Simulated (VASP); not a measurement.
A run of VASP 6.6.1 is set up as follows.

File POSCAR:

```
KTaO3
1.0
    3.9883000000      0.0000000000      0.0000000000
    0.0000000000      3.9883000000      0.0000000000
    0.0000000000      0.0000000000      3.9883000000
Ta K O
1 1 3
Direct
    0.0000000000      0.0000000000      0.0000000000
    0.5000000000      0.5000000000      0.5000000000
    0.0000000000      0.0000000000      0.5000000000
    0.0000000000      0.5000000000      0.0000000000
    0.5000000000      0.0000000000      0.0000000000
```

INCAR.step1

```
ALGO     = Normal         # electronic algorithm
EDIFF    = 1E-5           # SCF threshold, eV
ENCUT    = 520            # plane-wave cutoff, eV
GGA      = PE             # functional
ISIF     = 2              # what is computed and relaxed
ISMEAR   = 0              # smearing method
KPAR     = 4            
LASPH    = True           # aspherical terms in the spheres
LCHARG   = False          # write CHGCAR
LMAXMIX  = 4              # l up to which the mixer works
LREAL    = False          # projectors in reciprocal space
LWAVE    = True           # write WAVECAR
NELM     = 80             # most SCF steps
PREC     = Accurate       # precision mode
SIGMA    = 0.02           # smearing width, eV
```

Contents of INCAR.step2:

```
ALGO     = Normal         # electronic algorithm
EDIFF    = 1E-6           # SCF threshold, eV
ENCUT    = 520            # plane-wave cutoff, eV
GGA      = PE             # functional
HFSCREEN = 0.3            # screening, 1/A
ISIF     = 2              # what is computed and relaxed
ISMEAR   = 0              # smearing method
ISTART   = 1            
KPAR     = 4            
LASPH    = True           # aspherical terms in the spheres
LCHARG   = False          # write CHGCAR
LHFCALC  = True           # exact exchange
LMAXMIX  = 4              # l up to which the mixer works
LREAL    = False          # projectors in reciprocal space
LWAVE    = False          # write WAVECAR
NELM     = 80             # most SCF steps
PREC     = Accurate       # precision mode
PRECFOCK = Fast         
SIGMA    = 0.02           # smearing width, eV
```

Contents of KPOINTS:

```
k-points
0
Gamma
  4 4 4
```

Contents of KPOINTS_OPT:

```
path GXMGRX,MR
8
line-mode
reciprocal
 0.0000000000  0.0000000000  0.0000000000  G
 0.0000000000  0.5000000000  0.0000000000  X

 0.0000000000  0.5000000000  0.0000000000  X
 0.5000000000  0.5000000000  0.0000000000  M

 0.5000000000  0.5000000000  0.0000000000  M
 0.0000000000  0.0000000000  0.0000000000  G

 0.0000000000  0.0000000000  0.0000000000  G
 0.5000000000  0.5000000000  0.5000000000  R

 0.5000000000  0.5000000000  0.5000000000  R
 0.0000000000  0.5000000000  0.0000000000  X

 0.5000000000  0.5000000000  0.0000000000  M
 0.5000000000  0.5000000000  0.5000000000  R
```

Potentials or basis: VASP PAW PBE potentials, release 64 (Ta_pv, K_sv, O).

Launch:

```bash
$ cat potpaw_PBE.64/Ta_pv/POTCAR potpaw_PBE.64/K_sv/POTCAR potpaw_PBE.64/O/POTCAR > POTCAR
$ cp INCAR.step1 INCAR
$ mpirun -np 4 vasp_std > vasp.out
$ cp INCAR.step2 INCAR
$ mpirun -np 4 vasp_std > vasp.out
```

(1) Estimate the band gap on the k mesh.

(2) What does it give for the pressure?

## Answers

(1) 3.24 eV, indirect (least direct gap 3.91 eV).

(2) 0.3 GPa.

Caveat: the PAW data sets were made with another functional, which shifts forces and pressure a little; spin-orbit coupling is left out, which moves the levels of the heavy elements.
